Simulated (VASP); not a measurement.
Here is a VASP 6.6.1 calculation.

The input INCAR:

```
SYSTEM = LiH2
ALGO = Normal ; EDIFF = 1E-6
EDIFFG = -0.02 ; ENCUT = 520
GGA = 91 ; IBRION = 2
ISIF = 2 ; ISMEAR = 0
LASPH = .TRUE. ; LCHARG = .FALSE.
LREAL = .FALSE. ; LWAVE = .FALSE.
NELM = 60 ; NSW = 60
PREC = Accurate ; SIGMA = 0.05
```

File KPOINTS:

```
k-points
0
G
  11 11 11
  0 0 0
```

File POSCAR:

```
LiH2
1.0
   -1.7759100000      1.7759100000      1.5733100000
    1.7759100000     -1.7759100000      1.5733100000
    1.7759100000      1.7759100000     -1.5733100000
Li H
1 2
Selective dynamics
Direct
    0.0122570000      0.0011000000      0.0028320000  F F F
    0.2577090000      0.7495010000      0.4955170000  T T T
    0.7317450000      0.2506440000      0.4821040000  T T T
```

Potentials or basis: VASP PAW PBE potentials, release 64 (Li_sv, H).

Command:

```bash
$ cat potpaw_PBE.64/Li_sv/POTCAR potpaw_PBE.64/H/POTCAR > POTCAR
$ mpirun -np 1 vasp_std > vasp.out
```

**Question.** What does it give for the band gap on the k mesh?

**Answer.** None (metal or under the smearing width).

**Question.** Predict the energy gained by relaxing.

**Answer.** 3.8 meV/atom.

Final structure:
```yaml
crystal:
  lattice:
    - [-1.77591, 1.77591, 1.57331]
    - [1.77591, -1.77591, 1.57331]
    - [1.77591, 1.77591, -1.57331]
  atoms:
    - { symbol: Li, position: [0.01226, 0.00110, 0.00283] }
    - { symbol: H, position: [0.26258, 0.75151, 0.50326] }
    - { symbol: H, position: [0.76003, 0.24897, 0.50240] }
```
